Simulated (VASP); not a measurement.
Here is a VASP 6.6.1 calculation.

The input INCAR:

```
SYSTEM = Rh
PREC = Accurate ; ENCUT = 520
EDIFF = 1E-6 ; ISMEAR = -1
SIGMA = 0.05 ; LREAL = .FALSE.
LASPH = .TRUE. ; NELM = 100
ALGO = Fast ; ISIF = 2
LWAVE = .FALSE. ; LCHARG = .FALSE.
GGA = PE ; NBANDS = 14
```

File KPOINTS:

```
Automatic mesh
0
G
  16 16 16
  0 0 0
```

The input POSCAR:

```
Rh
1.0
   -1.5352276116      1.5352276116      1.5352276116
    1.5352276116     -1.5352276116      1.5352276116
    1.5352276116      1.5352276116     -1.5352276116
Rh
1
Direct
    0.0000000000      0.0000000000      0.0000000000
```

Potentials or basis: VASP PAW PBE potentials, release 64 (Rh_pv).

Run with:

```console
$ cat potpaw_PBE.64/Rh_pv/POTCAR > POTCAR
$ mpirun -np 1 vasp_std > vasp.out
```

(1) Predict the pressure.

(2) What does it give for the band gap on the k mesh?

Answers

(1) 0.0 GPa.

(2) none (metal or under the smearing width).
